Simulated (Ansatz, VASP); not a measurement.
## One calculation of HfC, two programs

The input POSCAR:

```
HfC
1.0
    3.1867203447      0.0000000000      0.0000000000
   -1.5933601724      2.7597807732      0.0000000000
    0.0000000000      0.0000000000      5.4984360739
Hf C
2 2
Direct
    0.6666666667      0.3333333333      0.7500000000
    0.3333333333      0.6666666667      0.2500000000
    0.0000000000      0.0000000000      0.0000000000
    0.0000000000      0.0000000000      0.5000000000
```

INCAR.step1

```
PREC = Accurate
ENCUT = 520
ISMEAR = 0
SIGMA = 0.1
LREAL = False
LASPH = True
NELM = 60
NBANDS = 22
GGA = PE
ALGO = Normal
EDIFF = 1E-4
LWAVE = True
LCHARG = False
```

Contents of INCAR.step2:

```
PREC = Accurate
ENCUT = 520
EDIFF = 1E-6
ISMEAR = 0
SIGMA = 0.1
LREAL = False
LASPH = True
NELM = 60
ALGO = Normal
ISIF = 2
LWAVE = False
LCHARG = False
METAGGA = R2SCAN
LMIXTAU = True
NBANDS = 22
ISTART = 1
```

KPOINTS

```
Automatic mesh
0
Gamma
  6 6 4
```

Input for Ansatz:

```yaml
crystal:
  lattice:
    - [3.1867203447, 0.0, 0.0]
    - [-1.5933601724, 2.7597807732, 0.0]
    - [0.0, 0.0, 5.4984360739]
  atoms:
    - { symbol: Hf, position: [0.6666666667, 0.3333333333, 0.75] }
    - { symbol: Hf, position: [0.3333333333, 0.6666666667, 0.25] }
    - { symbol: C, position: [0.0, 0.0, 0.0] }
    - { symbol: C, position: [0.0, 0.0, 0.5] }
basis:
  ecutwfc: 500
kpoints:
  mp_grid: { grid: [6, 6, 4] }
hamiltonian:
  xc: r2scan
scf:
  occupations: { method: gaussian, width: 0.1 }
output:
  forces: true
  stress: true
  eigenvalues: true
```

Alike in both runs: task single point; functional r2SCAN; k mesh 6 × 6 × 4; occupations gaussian, width 0.1 eV; no spin polarisation.

```csv
,VASP,Ansatz
version,VASP 6.6.1,Ansatz 0.2.0
potentials or method,"VASP PAW PBE potentials, release 64 (Hf_pv, C)","scalar-relativistic, plane waves, PAW"
plane-wave cutoff (eV),520,500
valence electrons in the cell,28,60
```

```csv
,VASP,Ansatz,Ansatz less VASP
gap on the k mesh at the Fermi level (eV),none,none,-
pressure (GPa),7.3,8.3,+1.00
largest component of the traceless stress (GPa),15.75,15.71,-0.038
```

A gap of «none» marks a metal or a gap that the smearing closes. The two sets of potentials don't hold the same shells in valence.

Caveats: the k mesh is coarse (spacing up to 0.38 Å⁻¹), so the values aren't converged; the PAW data sets were made with another functional, which shifts forces and pressure a little (VASP). Spin-orbit coupling is left out, which matters for the levels of Hf.
